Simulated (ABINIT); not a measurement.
# BAs (F-43m) in ABINIT: settings compared

One crystal, BAs, is run at these levels: PBE, LDA; tasks: single point.

Program: ABINIT 10.8.3 (patched build). These are calculated values, not measurements. Logs are shortened: lines on timing, memory, paths and dates and some standing lists are left out, and cuts for length are marked. The log counts tension as positive stress, the text compression.

## (1) Starting point

Symmetry: F-43m, No. 216, cubic system. Conventional cell: a = 4.777 Å, b = 4.777 Å, c = 4.777 Å, α = 90.00°, β = 90.00°, γ = 90.00°. Around As (site symmetry -43m) lie 4 B at 2.07 Å. B (site symmetry -43m) has 4 As at 2.07 Å as nearest neighbours.

## (2) Single point, PBE

run.abi

```
# Pseudopotentials
pp_dirpath "./"
pseudos "As.GGA_PBE-JTH.xml, B.GGA_PBE-JTH.xml"

# Structure
acell 3.3778490937 3.3778490937 3.3778490937 Angstrom
rprim
     0.0000000000     0.7071067812     0.7071067812
     0.7071067812     0.0000000000     0.7071067812
     0.7071067812     0.7071067812     0.0000000000
ntypat 2
znucl 33 5
natom 2
typat 1 2
xred
     0.7500000000     0.7500000000     0.7500000000
     0.0000000000     0.0000000000     0.0000000000

# Plane-wave basis
ecut 489.804952 eV
pawecutdg 36.0
pawxcdev 0

# k points
kptopt 1
ngkpt 10 10 10
nshiftk 1
shiftk 0.0 0.0 0.0

# Exchange and correlation
ixc 11

# Bands and occupations
nband 13
occopt 3
tsmear 0.00183747

# SCF cycle
nstep 100
tolvrs 1.0e-9

# Output
iomode 3
prtwf 0
prtden 0
prteig 0
prtebands 0
```

Potentials or basis: JTH PAW PBE v2.0.

Launch:

```console
> abinit run.abi > log 2>&1
```

run.abo:

```text
.Version 10.8.3 of ABINIT
 Symmetries : space group F-4 3 m (#216); Bravais cF (face-center cubic)
================================================================================
 Values of the parameters that define the memory need of the present run
     intxc =       0    ionmov =       0      iscf =      17    lmnmax =      18
     lnmax =       6     mgfft =      27  mpssoang =       3    mqgrid =    3001
     natom =       2  nloc_mem =       2    nspden =       1   nspinor =       1
    nsppol =       1      nsym =      24    n1xccc =       1    ntypat =       2
    occopt =       3   xclevel =       2
       mpw =         684          nfft =       19683          nkpt =          47
 PAW method is used; the additional fine FFT grid is defined by:
   mgfftf=        36    nfftf =     46656
================================================================================
================================================================================

--------------------------------------------------------------------------------
------------- Echo of variables that govern the present computation ------------
--------------------------------------------------------------------------------
 -outvars: echo values of preprocessed input variables --------
            acell      6.3832096817E+00  6.3832096817E+00  6.3832096817E+00 Bohr
              amu      7.49215900E+01  1.08110000E+01
             ecut      1.80000000E+01 Hartree
              ixc          11
         kptrlatt       10    0    0      0   10    0      0    0   10
          kptrlen      6.38320968E+01
            natom           2
            nband          13
            ngfft          27      27      27
          ngfftdg          36      36      36
             nkpt          47
            nstep         100
             nsym          24
           ntypat           2
           occopt           3
        pawecutdg      3.60000000E+01 Hartree
         pawxcdev           0
           prtden           0
        prtebands           0
           prteig           0
            prtwf           0
            rprim      0.0000000000E+00  7.0710678120E-01  7.0710678120E-01
                       7.0710678120E-01  0.0000000000E+00  7.0710678120E-01
                       7.0710678120E-01  7.0710678120E-01  0.0000000000E+00
          spgroup         216
           tolvrs      1.00000000E-09
           tsmear      1.83747000E-03 Hartree
            typat      1  2
           useylm           1
           xangst      3.5827500000E+00  3.5827500000E+00  3.5827500000E+00
                       0.0000000000E+00  0.0000000000E+00  0.0000000000E+00
            xcart      6.7704162777E+00  6.7704162777E+00  6.7704162777E+00
                       0.0000000000E+00  0.0000000000E+00  0.0000000000E+00
             xred      7.5000000000E-01  7.5000000000E-01  7.5000000000E-01
                       0.0000000000E+00  0.0000000000E+00  0.0000000000E+00
            znucl       33.00000    5.00000

================================================================================

 chkinp: Checking input parameters for consistency.

================================================================================
== DATASET  1 ==================================================================

--- !DatasetInfo
iteration_state: {dtset: 1, }
dimensions: {natom: 2, nkpt: 47, mband: 13, nsppol: 1, nspinor: 1, nspden: 1, mpw: 684, }
cutoff_energies: {ecut:  18.0, pawecutdg:  36.0, }
electrons: {nelect:   1.80000000E+01, charge:   0.00000000E+00, occopt:   3.00000000E+00, tsmear:   1.83747000E-03, }
meta: {optdriver: 0, ionmov: 0, optcell: 0, iscf: 17, paral_kgb: 0, }
...

 Exchange-correlation functional for the present dataset will be:
  GGA: Perdew-Burke-Ernzerhof functional - ixc=11
  J.P.Perdew, K.Burke, M.Ernzerhof, PRL 77, 3865 (1996)

 Real(R)+Recip(G) space primitive vectors, cartesian coordinates (Bohr,Bohr^-1):
 R(1)=  0.0000000  4.5136109  4.5136109  G(1)= -0.1107761  0.1107761  0.1107761
 R(2)=  4.5136109  0.0000000  4.5136109  G(2)=  0.1107761 -0.1107761  0.1107761
 R(3)=  4.5136109  4.5136109  0.0000000  G(3)=  0.1107761  0.1107761 -0.1107761
 Unit cell volume ucvol=  1.8390873E+02 bohr^3
 Angles (23,13,12)=  6.00000000E+01  6.00000000E+01  6.00000000E+01 degrees

 Coarse grid specifications (used for wave-functions):

 getcut: wavevector=  0.0000  0.0000  0.0000  ngfft=  27  27  27
         ecut(hartree)=     18.000   => boxcut(ratio)=   2.13587

 Fine grid specifications (used for densities):

 getcut: wavevector=  0.0000  0.0000  0.0000  ngfft=  36  36  36
         ecut(hartree)=     36.000   => boxcut(ratio)=   2.08808

--- Pseudopotential description ------------------------------------------------
- pspini: atom type   1  psp file is ./As.GGA_PBE-JTH.xml
 Pseudopotential format is: paw10
 basis_size (lnmax)=  6 (lmn_size= 18), orbitals=   0   0   1   1   2   2
 Spheres core radius: rc_sph= 2.10391912
 Shapefunction is BESSEL type: shapef(r,l)=aa(1,l)*jl(q(1,l)*r)+aa(2,l)*jl(q(2,l)*r)
 Radius for shape functions =  1.70360438
 Compensation charge density is not taken into account in XC energy/potential

- pspini: atom type   2  psp file is ./B.GGA_PBE-JTH.xml
 Pseudopotential format is: paw10
 basis_size (lnmax)=  4 (lmn_size=  8), orbitals=   0   0   1   1
 Spheres core radius: rc_sph= 1.70616958
 Shapefunction is SIN type: shapef(r)=[sin(pi*r/rshp)/(pi*r/rshp)]**2
 Radius for shape functions =  1.40269776
 Compensation charge density is not taken into account in XC energy/potential

   4.97343271E+02                                ecore*ucvol(ha*bohr**3)
--------------------------------------------------------------------------------

================================================================================

--- !BeginCycle
iteration_state: {dtset: 1, }
solver: {iscf: 17, nstep: 100, nline: 4, wfoptalg: 10, }
tolerances: {tolvrs: 1.00E-09, }
...

     iter   Etot(hartree)      deltaE(h)  residm     nres2
 ETOT  1  -115.65559355819    -1.157E+02 5.062E+01 4.745E+00
 ETOT  2  -116.74027584720    -1.085E+00 5.330E-02 1.845E+00
 ETOT  3  -116.73458708476     5.689E-03 1.310E-02 5.699E-01
 ETOT  4  -116.73289021351     1.697E-03 8.661E-03 1.344E-02
 ETOT  5  -116.73291345084    -2.324E-05 1.041E-03 3.292E-03
 ETOT  6  -116.73294631984    -3.287E-05 4.922E-04 1.232E-03
 ETOT  7  -116.73294234691     3.973E-06 2.337E-05 9.355E-05
 ETOT  8  -116.73294233538     1.153E-08 9.842E-06 7.494E-06
 ETOT  9  -116.73294230836     2.702E-08 4.438E-07 6.009E-07
 ETOT 10  -116.73294230959    -1.233E-09 1.940E-07 2.006E-07
 ETOT 11  -116.73294230912     4.715E-10 1.633E-08 9.742E-09
 ETOT 12  -116.73294230912     3.141E-12 4.237E-09 3.051E-09
 ETOT 13  -116.73294230912     3.610E-12 6.769E-10 2.754E-10

 At SCF step   13       nres2   =  2.75E-10 < tolvrs=  1.00E-09 =>converged.

 Cartesian components of stress tensor (hartree/bohr^3)
  sigma(1 1)= -9.43097734E-05  sigma(3 2)=  0.00000000E+00
  sigma(2 2)= -9.43097734E-05  sigma(3 1)=  0.00000000E+00
  sigma(3 3)= -9.43097734E-05  sigma(2 1)=  0.00000000E+00

--- !ResultsGS
iteration_state: {dtset: 1, }
comment   : Summary of ground state results
lattice_vectors:
- [  0.0000000,   4.5136109,   4.5136109, ]
- [  4.5136109,   0.0000000,   4.5136109, ]
- [  4.5136109,   4.5136109,   0.0000000, ]
lattice_lengths: [   6.38321,    6.38321,    6.38321, ]
lattice_angles: [ 60.000,  60.000,  60.000, ] # degrees, (23, 13, 12)
lattice_volume:   1.8390873E+02
convergence: {deltae:  3.610E-12, res2:  2.754E-10, residm:  6.769E-10, diffor: null, }
etotal    :  -1.16732942E+02
entropy   :   0.00000000E+00
fermie    :   2.80748145E-01
cartesian_stress_tensor: # hartree/bohr^3
- [ -9.43097734E-05,   0.00000000E+00,   0.00000000E+00, ]
- [  0.00000000E+00,  -9.43097734E-05,   0.00000000E+00, ]
- [  0.00000000E+00,   0.00000000E+00,  -9.43097734E-05, ]
pressure_GPa:   2.7747E+00
xred      :
- [  7.5000E-01,   7.5000E-01,   7.5000E-01, As]
- [  0.0000E+00,   0.0000E+00,   0.0000E+00,  B]
cartesian_forces: # hartree/bohr
- [  2.33031729E-31,   2.33031729E-31,  -6.99095187E-31, ]
- [ -2.33031729E-31,  -2.33031729E-31,   6.99095187E-31, ]
force_length_stats: {min:   7.72878809E-31, max:   7.72878809E-31, mean:   7.72878809E-31, }
...

 Integrated electronic density in atomic spheres:
 ------------------------------------------------
 Atom  Sphere_radius  Integrated_density
    1        2.10392         12.80748040
    2        1.70617          1.75419715

================================================================================

 ----iterations are completed or convergence reached----

 Mean square residual over all n,k,spin=   17.738E-13; max=  67.690E-11
 reduced coordinates (array xred) for    2 atoms
       0.750000000000      0.750000000000      0.750000000000
       0.000000000000      0.000000000000      0.000000000000
 rms dE/dt=  2.9750E-30; max dE/dt=  4.2073E-30; dE/dt below (all hartree)
    1       0.000000000000      0.000000000000      0.000000000000
    2      -0.000000000000     -0.000000000000      0.000000000000

 cartesian coordinates (angstrom) at end:
    1      3.58275000003832     3.58275000003832     3.58275000003832
    2      0.00000000000000     0.00000000000000     0.00000000000000

 cartesian forces (hartree/bohr) at end:
    1      0.00000000000000     0.00000000000000    -0.00000000000000
    2     -0.00000000000000    -0.00000000000000     0.00000000000000
 frms,max,avg= 4.4622179E-31 6.9909519E-31   0.000E+00  0.000E+00  0.000E+00 h/b

 cartesian forces (eV/Angstrom) at end:
    1      0.00000000000000     0.00000000000000    -0.00000000000000
    2     -0.00000000000000    -0.00000000000000     0.00000000000000
 frms,max,avg= 2.2945647E-29 3.5948920E-29   0.000E+00  0.000E+00  0.000E+00 e/A
 length scales=  6.383209681739  6.383209681739  6.383209681739 bohr
              =  3.377849093700  3.377849093700  3.377849093700 angstroms
 Fermi (or HOMO) energy (hartree) =   0.28075   Average Vxc (hartree)=  -0.38355
 Eigenvalues (hartree) for nkpt=  47  k points:
 kpt#   1, nband= 13, wtk=  0.00100, kpt=  0.0000  0.0000  0.0000 (reduced coord)
  -1.05603   -1.05603   -1.05603   -1.05535   -1.05535   -0.30641    0.25968    0.25968
   0.25968    0.38001    0.38001    0.38001    0.43078
      occupation numbers for kpt#   1
   2.00000    2.00000    2.00000    2.00000    2.00000    2.00000    1.99998    1.99998
   1.99998    0.00000    0.00000    0.00000    0.00000
 prteigrs : prtvol=0 or 1, do not print more k-points.

--- !EnergyTerms
iteration_state     : {dtset: 1, }
comment             : Components of total free energy in Hartree
kinetic             :  5.69158730011092E+00
hartree             :  3.32881053653302E+01
xc                  : -3.28757212128930E+00
Ewald energy        : -6.34210613324058E+01
psp_core            :  2.70429404356616E+00
local_psp           : -9.01567719382969E+01
PAW spherical_terms : -1.55152172015470E+00
internal            : -1.16732940403139E+02
'-kT*entropy'       : -3.06237975856709E-09
total_energy        : -1.16732940406202E+02
total_energy_eV     : -3.17646512902224E+03
...

--- !EnergyTermsDC
iteration_state     : {dtset: 1, }
comment             : '"Double-counting" decomposition of free energy'
band_energy         : -1.04112001304499E+01
Ewald energy        : -6.34210613324058E+01
psp_core            :  2.70429404356616E+00
xc_dc               : -3.23742301452865E+01
PAW spherical_terms : -1.32307447414772E+01
internal            : -1.16732942306053E+02
'-kT*entropy'       : -3.06237975856709E-09
total_energy_dc     : -1.16732942309116E+02
total_energy_dc_eV  : -3.17646518080316E+03
...

--- !EnergyTermsWithPAWCore
iteration_state     : {dtset: 1, }
comment             : 'Components of total free energy, including PAW core contributions'
Total energy        : -2.28582880965309E+03
Total energy DC     : -2.28582881155601E+03
Total energy (eV)   : -6.22005706316613E+04
Total energy DC (eV): -6.22005706834423E+04
...

 Cartesian components of stress tensor (hartree/bohr^3)
  sigma(1 1)= -9.43097734E-05  sigma(3 2)=  0.00000000E+00
  sigma(2 2)= -9.43097734E-05  sigma(3 1)=  0.00000000E+00
  sigma(3 3)= -9.43097734E-05  sigma(2 1)=  0.00000000E+00

-Cartesian components of stress tensor (GPa)         [Pressure=  2.7747E+00 GPa]
- sigma(1 1)= -2.77468933E+00  sigma(3 2)=  0.00000000E+00
- sigma(2 2)= -2.77468933E+00  sigma(3 1)=  0.00000000E+00
- sigma(3 3)= -2.77468933E+00  sigma(2 1)=  0.00000000E+00

== END DATASET(S) ==============================================================
================================================================================

 -outvars: echo values of variables after computation  --------
            acell      6.3832096817E+00  6.3832096817E+00  6.3832096817E+00 Bohr
           etotal     -1.1673294231E+02
            fcart      2.3303172888E-31  2.3303172888E-31 -6.9909518665E-31
                      -2.3303172888E-31 -2.3303172888E-31  6.9909518665E-31
            rprim      0.0000000000E+00  7.0710678120E-01  7.0710678120E-01
                       7.0710678120E-01  0.0000000000E+00  7.0710678120E-01
                       7.0710678120E-01  7.0710678120E-01  0.0000000000E+00
           strten     -9.4309773361E-05 -9.4309773361E-05 -9.4309773361E-05
                       0.0000000000E+00  0.0000000000E+00  0.0000000000E+00
           xangst      3.5827500000E+00  3.5827500000E+00  3.5827500000E+00
                       0.0000000000E+00  0.0000000000E+00  0.0000000000E+00
             xred      7.5000000000E-01  7.5000000000E-01  7.5000000000E-01
                       0.0000000000E+00  0.0000000000E+00  0.0000000000E+00
 Calculation completed.
```

It took 15 s on 1 thread of Arm Neoverse V2, shared host; peak memory 0.1 GiB.

Results:

| Item | Value |
| --- | --- |
| Free energy | -3176.4652 eV |
| Pressure | 2.8 GPa |
| Band gap on the k mesh | 1.18 eV, indirect (least direct gap 3.27 eV) |
| Valence electrons inside the program's atomic spheres | As 12.81; B 1.75 |

A k mesh can miss the band edges.

## (3) Single point, LDA

run.abi: that of step 2 with these lines changed.

```diff
@@ -21,3 +21,2 @@
 pawecutdg 36.0
-pawxcdev 0
 
@@ -30,3 +29,3 @@
 # Exchange and correlation
-ixc 11
+ixc 7
```

Potentials or basis: JTH PAW PBE v2.0.

Launch:

```console
> abinit run.abi > log 2>&1
```

It took 12 s on 1 thread of Arm Neoverse V2, shared host; peak memory 0.08 GiB.

It converged, with:

| Quantity | Value |
| --- | --- |
| Free energy | -3181.4465 eV |
| Pressure | -3.8 GPa |
| Band gap on the k mesh | 1.13 eV, indirect (least direct gap 3.25 eV) |
| Valence electrons inside the program's atomic spheres | As 12.83; B 1.74 |

Levels at points of the mesh, in eV from the valence-band top:
```
           k point  band 6  band 7  band 8  band 9  band 10  band 11  band 12  band 13
(0.00, 0.00, 0.00)  -15.40    0.00    0.00    0.00     3.25     3.25     3.25     4.66
(0.50, 0.00, 0.00)  -12.55   -8.75   -1.82   -1.82     2.68     4.77     4.77     8.72
(0.50, 0.50, 0.00)  -11.28   -8.42   -4.07   -4.07     1.34     1.43    11.27    11.27
```

Caveat: the PAW data sets were made with another functional, which shifts forces and pressure a little. A k mesh can miss the band edges.
